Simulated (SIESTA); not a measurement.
Input of a SIESTA 5.4.2 run:

File Pt.fdf:

```
SystemName                      Pt
SystemLabel                     Pt
NumberOfSpecies                 1
NumberOfAtoms                   2
%block ChemicalSpeciesLabel
  1  78 Pt
%endblock ChemicalSpeciesLabel

LatticeConstant                 1.0 Ang
%block LatticeVectors
     2.7606656158     0.0000000000     0.0000000000
    -1.3803328079     2.3908065546     0.0000000000
     0.0000000000     0.0000000000     4.7921340000
%endblock LatticeVectors
AtomicCoordinatesFormat         Fractional
%block AtomicCoordinatesAndAtomicSpecies
     0.3284440000     0.6879730000     0.2528560000  1  Pt
     0.6733180000     0.3227900000     0.7433810000  1  Pt
%endblock AtomicCoordinatesAndAtomicSpecies

%block kgrid.MonkhorstPack
   11   0   0  0.0
    0  11   0  0.0
    0   0   6  0.0
%endblock kgrid.MonkhorstPack
XC.Functional                   GGA
XC.Authors                      PBE
PAO.BasisSize                   DZP
PAO.EnergyShift                 0.003 Ry
Mesh.Cutoff                     800 Ry
OccupationFunction              FD
ElectronicTemperature           0.05 eV
MaxSCFIterations                120
SCF.MustConverge                false
SCF.Mixer.Method                Pulay
SCF.Mixer.Weight                0.25
SCF.Mixer.History               8
SCF.DM.Tolerance                5.0e-05
SCF.H.Tolerance                 1.0e-03 eV
WriteForces                     true
Charge.Mulliken                 end
%block PAO.Basis
  Pt 5
  n=5 0 2
    2.732 0.000
  n=6 0 2
    7.326 0.000
  n=5 1 2
    3.260 0.000
  n=6 1 1
    7.326
  n=5 2 2
    5.692 0.000
%endblock PAO.Basis
```

Potentials or basis: PseudoDojo 0.4 standard (PBE files), DZP (energy shift 0.003 Ry; two zetas on semicore shells).

Run with:

```console
$ siesta < Pt.fdf > Pt.out 2>&1
```

Question: Estimate the largest force.

Answer: 0.557 eV/Å.

Question: What does it give for the band gap on the k mesh?

Answer: None (metal or under the smearing width).

Question: What does it give for the pressure?

Answer: 1.7 GPa.

Stress tensor (GPa, compression positive):
```
 2.50  0.28 -0.13
 0.28  3.42  0.26
-0.13  0.26 -0.75
```

Caveat: short orbitals over semicore shells can move pressures by several GPa; the basis of atomic orbitals isn't converged, which shifts pressures, moduli and gaps. The run has no spin-orbit coupling, so splittings on Pt are missing.
